## Question

The table ranks structures of molybdenum by "over lowest", the energy per atom above the row printed as zero. Three open structures, with more than 18 Å³ per atom, carry a question mark. Predict their energies from the other rows and from the physics of metallic bonding, with an honest range for each.

Structures of molybdenum, with cell and atoms relaxed at zero pressure, computed with Ansatz 0.2.0 (DFT with the PBE functional, plane-wave PAW, scalar-relativistic, no spin polarization, cutoff 420 eV, Gaussian smearing 0.1 eV). Energies are extrapolated to zero smearing and given relative to the lowest structure in the table.

| found from | space group number | atoms in cell | volume per atom (Å³) | over lowest (meV/atom) |
| --- | --- | --- | --- | --- |
| W type | 223 | 8 | 16.04 | 0.0 |
| changed type | 70 | 2 | 16.07 | 136.0 |
| changed type | 62 | 4 | 16.02 | 144.0 |
| In type | 139 | 1 | 16.14 | 235.0 |
| random start | 166 | 6 | 16.44 | 272.0 |
| Hg type | 166 | 1 | 16.21 | 273.0 |
| Ti type | 191 | 3 | 16.11 | 310.0 |
| La type | 194 | 4 | 16.07 | 329.0 |
| Sm type | 166 | 3 | 16.12 | 338.0 |
| Mg type | 194 | 2 | 16.12 | 344.0 |
| changed type | 69 | 2 | 16.47 | 443.0 |
| changed type | 166 | 4 | 16.27 | 503.0 |
| changed type | 194 | 8 | 16.43 | 617.0 |
| changed type | 166 | 2 | 16.44 | 620.0 |
| changed type | 194 | 4 | 16.49 | 645.0 |
| Sn type | 141 | 2 | 16.89 | 739.0 |
| Sn type | 191 | 1 | 16.80 | 780.0 |
| changed type | 139 | 2 | 18.54 | ? |
| changed type | 166 | 12 | 18.93 | ? |
| random start | 123 | 5 | 18.40 | ? |

## Model answer

**What the zero means.** The row at zero, W type with space group 223, is the A15 structure. Molybdenum's ground state is body-centred cubic and lies lower still. The energies below are therefore differences from A15, not from the stable metal. The label "changed type" names no structure; the table identifies these rows only by symmetry, cell size and volume.

**What volume tells.** Among the rows with known energies, roomier structures tend to lie higher. The two roomiest, both labelled Sn type (β-tin, space group 141, and simple hexagonal, 191), are also the two highest. The rule is loose, however: two rows share a volume of 16.44 Å³ and differ by 0.35 eV/atom. Volume carries information about the energy without fixing it.

**Why it tells anything.** Molybdenum is held together mainly by its d electrons, which fill roughly half of their band. The lower, bonding states are occupied and the upper, antibonding ones are largely empty. More close neighbours widen the band and push the occupied states down. A structure with fewer or badly placed neighbours loses part of this gain, and it usually also leaves more empty space.

Volume is thus mostly a symptom of weaker bonding. Stretching A15 to the volume of the β-tin row would cost only about 0.04 eV/atom, by a rough elastic estimate with a recalled stiffness. The β-tin row lies at 0.74 eV/atom. Its energy must come from how the atoms are arranged, not from mere dilation.

**Why the rule is loose.** The La, Sm and Mg types are different stackings of close-packed layers, with twelve near neighbours for each atom. They agree within 0.015 eV/atom, yet lie about a third of an eV above A15 at nearly the same volume. Volume therefore leaves something out. Theory points to the shape of the d band: near half filling, a structure gains if its states split into a filled lower group and an empty upper one. The energies alone do not test this explanation.

**From trend to prediction.** A straight line in volume, fitted to all 17 known rows, rises by 0.73 eV per Å³. At the volumes of the open structures it reaches about 2 eV/atom, far beyond the data that support it. I expect it to overshoot all three. Once a structure has holes, more space need not spoil every bond; it need only enlarge the holes or add new ones.

A vacancy gives a price for such space. Making one in molybdenum costs roughly 2.8 eV and adds roughly 0.6 of an atomic volume (both recalled). With the A15 volume per atom, the price is

$$\frac{2.8\ \text{eV}}{0.6\times 16.04\ \text{Å}^3}\approx 0.29\ \text{eV/Å}^3 .$$

I start from the mean of the two Sn type rows, 0.76 eV/atom at 16.85 Å³, and charge this price for the additional volume. For the structure with space group 139 and 18.54 Å³ per atom,

$$0.76+0.29\times(18.54-16.85)\approx 1.25\ \text{eV/atom}.$$

The same steps give the other two values. Each range runs from no further rise at all up to the straight line; it is a judgement, not a statistical interval.

- Space group 139, 2 atoms: 1.25 eV/atom, range 0.76 to 2.0
- Space group 166, 12 atoms: 1.37 eV/atom, range 0.76 to 2.3
- Space group 123, 5 atoms: 1.21 eV/atom, range 0.76 to 1.9

I do not predict the order of the three, because known rows of equal volume can differ by more than these values do. The table is listed by rising energy, so a result above the last known row earns no credit.

## The computed values

The withheld rows as computed:

| found from | space group number | atoms in cell | volume per atom (Å³) | over lowest (meV/atom) |
| --- | --- | --- | --- | --- |
| changed type | 139 | 2 | 18.54 | 837.0 |
| changed type | 166 | 12 | 18.93 | 1030.0 |
| random start | 123 | 5 | 18.40 | 1080.0 |

The three energies fall within their ranges, and the straight line overshoots each of them, as expected. The central predictions are nevertheless too high: by 0.42 eV/atom for space group 139, 0.34 for 166 and 0.13 for 123. The vacancy argument was right that further space is cheaper than the line suggests, but it still overcharged.

## Remarks on the reasoning

**The line was precise about the wrong thing.** Its statistical error at these volumes was about 0.3 eV/atom, yet it missed by 0.85 to 1.3 eV/atom. Such an error measures scatter about a line that is assumed to continue. It cannot warn that the trend bends. The printed analysis after this text shows both this fit and one without the two Sn type rows.

**Space has no fixed price.** Measured from the two Sn type rows, each further Å³ costs about 0.05 eV for space group 139, 0.13 for 166 and 0.21 for 123. The model charged 0.29 for all three. The structure with space group 139 is roomier than the one with 123 and yet lies 0.24 eV/atom lower. The amount of empty space does not settle the energy; its arrangement must matter too.

The picture of a vacancy also fits poorly. The cell with space group 139 holds only two atoms and has about 5 Å³ more space than the same atoms take in A15, roughly half of what a vacancy adds. That is too little for an ordinary vacancy in every cell. The hole may have partly collapsed, or the space may be shared out as longer or fewer contacts around both atoms. Nothing fixes the cost of either at the price of a vacancy.

The starting point matters as well. The Sn type rows carry a penalty for their own poor bonding, which another structure need not inherit. Charged from A15 instead, the same vacancy price would give 0.73 eV/atom for space group 139, below the computed 0.84. Even the sign of this miss thus depends on the start. The atomic positions would be needed to say which contacts are lost in each structure.

**How to use the result.** For another open structure of molybdenum, volume alone gives only a wide range; narrowing it takes the atomic positions, which show the neighbours each atom keeps. A relaxation here keeps whatever symmetry it starts with, so a row that began from a symmetric structure may be a saddle rather than a phase that could survive. In molybdenum contacts and interconnects, the three open structures are not to be expected as film phases. The ranking says nothing about electrical resistance.

Output of the analysis:

```
span of the three close-packed stackings (meV/atom): 15
energy gap of the two rows at 16.44 A3 (meV/atom): 348
correlation of volume and energy in known rows: 0.8608
rough cost of stretching A15 to the beta-Sn volume (meV/atom): 36.55
computed energy of the beta-Sn row (meV/atom): 739
fit of E on 17 rows: constant -11552 +/- 1824, coefficient of V 732.9 +/- 112; rms 111, worst random start 225, leave-one-out rms 124
  rows outside the fit (model, value, miss): changed type 2036, 837, 1199; changed type 2322, 1030, 1292; random start 1934, 1080, 854
fit of E on 15 rows (V < 16.6): constant -13313 +/- 3013, coefficient of V 841.7 +/- 186; rms 114, worst random start 253, leave-one-out rms 134
  rows outside the fit (model, value, miss): Sn type 903.3, 739, 164; Sn type 827.6, 780, 47.6; changed type 2292, 837, 1455; changed type 2620, 1030, 1590; random start 2174, 1080, 1094
statistical bar of the straight line at rows 139 and 166 and 123 (meV/atom): 278.2, 318, 264.2
rough cost of empty space from a vacancy (meV per A3): 290.9
mean energy of the two open known rows and low end of the range (meV/atom): 759.5
forecast for 139 and 166 and 123 (meV/atom): 1253, 1366, 1212
high end of the range for 139 and 166 and 123 (meV/atom): 2036, 2322, 1934
computed energy of 139 and 166 and 123 (meV/atom): 837, 1030, 1080
forecast less computed for 139 and 166 and 123 (meV/atom): 415.6, 336.1, 131.9
slope from the open pair to 139 and 166 and 123 (meV per A3): 45.72, 129.7, 206.1
```
